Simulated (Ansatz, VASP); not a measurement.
## One calculation of AlN, two programs

```xyz
4
Lattice="3.0591 0.0000 0.0000 -1.5295 2.6493 0.0000 0.0000 0.0000 4.8838" Properties=species:S:1:pos:R:3 pbc="T T T"
Al    0.0000    1.7662   -0.0066
Al    1.5295    0.8831    2.4353
N     0.0000    1.7662    1.8624
N     1.5295    0.8831    4.3043
```

Alike in both runs: task single point; functional LDA; k mesh 8 × 8 × 4; no spin polarisation.

|  | VASP | Ansatz |
| --- | --- | --- |
| version | VASP 6.6.1 | Ansatz 0.2.0 |
| potentials or method | VASP PAW LDA potentials, release 64 (Al, N), cutoff 520 eV | all-electron LAPW, scalar-relativistic |
| occupations | gaussian, width 0.01 eV | fixed |

Ansatz gave:

* gap on the k mesh at the Fermi level (eV): 4.68
* pressure (GPa): 7.0

Problem. Which values does VASP return?

Solution. gap on the k mesh at the Fermi level (eV): 4.69; pressure (GPa): 7.7.

Ansatz ran all-electron here, so the differences hold the error of VASP's frozen core and of both bases.

A k mesh can miss the band edges. As with any semilocal functional, this LDA gap is likely too small.
